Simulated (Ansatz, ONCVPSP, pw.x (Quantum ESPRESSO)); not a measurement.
# vanadium (V): one change to the ONCV potential, in the atom and in the fcc crystal

```json
{
  "Element": "vanadium",
  "Generator": "ONCVPSP 4.0.1.1 (patched build)",
  "Type": "optimised norm-conserving Vanderbilt (ONCV)",
  "Functional": "PBE",
  "Relativity": "scalar-relativistic",
  "Frozen core": "[Ne] 3s2",
  "Valence charge": "11",
  "Reference configuration": "3p6 3d3 4s2",
  "Partial waves": "4s: rc 2.30 bohr, ncon 4, nbas 9, qcut 2.9 1/bohr, 2 projectors, debl 3 Ha; 3p: rc 1.65 bohr, ncon 4, nbas 8, qcut 8.6 1/bohr, 1 projector; 3d: rc 2.30 bohr, ncon 3, nbas 8, qcut 6.1 1/bohr, 2 projectors, debl 1.6 Ha",
  "Local potential": "polynomial inside 1.50 bohr (lpopt 2, dvloc0 0 Ha)",
  "Core correction": "none"
}
```

Change: local potential polynomial inside 1.50 bohr (lpopt 2, dvloc0 9.5 Ha).

Cutoffs, loose and tight: the cutoffs (Ha) at which the residual kinetic energy of the hardest occupied pseudo-wave falls to 1 and 0.1 mHa per electron. They do not see the model core or the augmentation charge, which bear on the density cutoff. Test errors are all-electron minus pseudo excitation energies from the reference, over the configurations 3p6 3d3 4s1; 3p6 3d3 4s0; 3p6 3d2 4s0; 3p6 3d3.5 4s1.5; variants that change the core or the reference have their own tests.

Crystal test: fcc V in pw.x 7.5, no spin, 15³ k-points, Fermi–Dirac smearing 0.01 Ry, cutoffs set for each file from its atomic test. The reference is all-electron LAPW (Ansatz 0.2.0) with the same functional, mesh and smearing; V0 and B0 come from Birch–Murnaghan fits to the pressures at five volumes. Errors are pseudo minus all-electron; Δ is the rms difference of the E(V) curves that follow from these fits, minima aligned, over ±6 % about the mean V0. Mesh and smearing are coarse, so the numbers serve the comparison and aren't converged zero-temperature values; the lattice is a test structure that the element need not adopt.

All-electron: a0 = 3.820 Å (V0 = 13.94 Å³/atom), B0 = 173.4 GPa.

Does the change bring the crystal closer to the all-electron result?

The mean pressure error goes from +1.81 to +7.19 GPa, so the change moves the solid further from the all-electron pressures. At 80 % of its cutoff the pressure of the base moves by -3.90 GPa.

| quantity | base | changed |
| --- | --- | --- |
| outcome (atom) | generated | generated |
| cutoff, loose (atom) | 23 Ha | 23 Ha |
| cutoff, tight (atom) | 28 Ha | 28 Ha |
| bound ghosts (atom) | none | none |
| largest test error (meV) (atom) | +378 | +370 |
| cutoffs in pw.x (Ry) | 65/260 | 65/260 |
| a0 (Å) | 3.834 | 3.876 |
| a0 error (%) | +0.36 | +1.45 |
| B0 error (%) | -4.3 | -11.0 |
| Δ (meV/atom) | 5.5 | 21.9 |
| mean pressure error (GPa) | +1.81 | +7.19 |

Changed file: This is a poor potential for the solid.
